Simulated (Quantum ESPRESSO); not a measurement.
A run of Quantum ESPRESSO 7.5:

File pw.in:

```
&CONTROL
  calculation = 'scf'
  prefix = 'pwscf'
  outdir = './tmp'
  pseudo_dir = './pseudo'
  tprnfor = .true.
  tstress = .true.
  disk_io = 'low'
/
&SYSTEM
  ibrav = 0
  nat = 2
  ntyp = 2
  ecutwfc = 45
  ecutrho = 360
  nbnd = 16
  occupations = 'smearing'
  smearing = 'mv'
  degauss = 0.01469973
/
&ELECTRONS
  conv_thr = 4d-10
  electron_maxstep = 120
  mixing_beta = 0.3
/
ATOMIC_SPECIES
Ti    47.8670 ti_pbesol_v1.4.uspp.F.UPF
Al    26.9815 al_pbesol_v1.uspp.F.UPF
CELL_PARAMETERS angstrom
   3.1790640000    0.0000000000    0.0000000000
   0.0000000000    3.1790640000    0.0000000000
   0.0000000000    0.0000000000    3.1790640000
ATOMIC_POSITIONS crystal
Ti     0.0000000000    0.0000000000    0.0000000000
Al     0.5000000000    0.5000000000    0.5000000000
K_POINTS automatic
6 6 6 0 0 0
HUBBARD {ortho-atomic}
U Ti-3d 2.0
```

scf2.in

```
&CONTROL
  calculation = 'scf'
  prefix = 'pwscf'
  outdir = './tmp'
  pseudo_dir = './pseudo'
  tprnfor = .true.
  tstress = .true.
  disk_io = 'low'
/
&SYSTEM
  ibrav = 0
  nat = 2
  ntyp = 2
  ecutwfc = 45
  ecutrho = 360
  nbnd = 16
  occupations = 'smearing'
  smearing = 'mv'
  degauss = 0.01469973
/
&ELECTRONS
  conv_thr = 1d-13
  electron_maxstep = 120
  mixing_beta = 0.3
  startingpot = 'file'
  startingwfc = 'file'
/
ATOMIC_SPECIES
Ti    47.8670 ti_pbesol_v1.4.uspp.F.UPF
Al    26.9815 al_pbesol_v1.uspp.F.UPF
CELL_PARAMETERS angstrom
   3.1790640000    0.0000000000    0.0000000000
   0.0000000000    3.1790640000    0.0000000000
   0.0000000000    0.0000000000    3.1790640000
ATOMIC_POSITIONS crystal
Ti     0.0000000000    0.0000000000    0.0000000000
Al     0.5000000000    0.5000000000    0.5000000000
K_POINTS automatic
6 6 6 0 0 0
HUBBARD {ortho-atomic}
U Ti-3d 2.0
```

File hp.in:

```
&INPUTHP
  prefix = 'pwscf'
  outdir = './tmp'
  nq1 = 3
  nq2 = 3
  nq3 = 3
  conv_thr_chi = 1d-06
  niter_max = 80
  iverbosity = 1
  alpha_mix(1) = 0.15
/
```

Potentials or basis: GBRV 1.5 PBEsol.

Launch:

```sh
$ OMP_NUM_THREADS=1 pw.x -in pw.in > pw.out
$ OMP_NUM_THREADS=1 pw.x -in scf2.in > scf2.out
$ OMP_NUM_THREADS=1 hp.x -in hp.in > hp.out
```

Hardware: 1 thread of Arm Neoverse V2, on a shared host.

Problem. How long does it take, and how much memory?

Solution. It took 2.4 min on 1 thread of Arm Neoverse V2, with other jobs on the host, peak memory 0.13 GiB. Counts: scf iterations 18, k pools 1, bands 16, k points 20, g dense 25173.
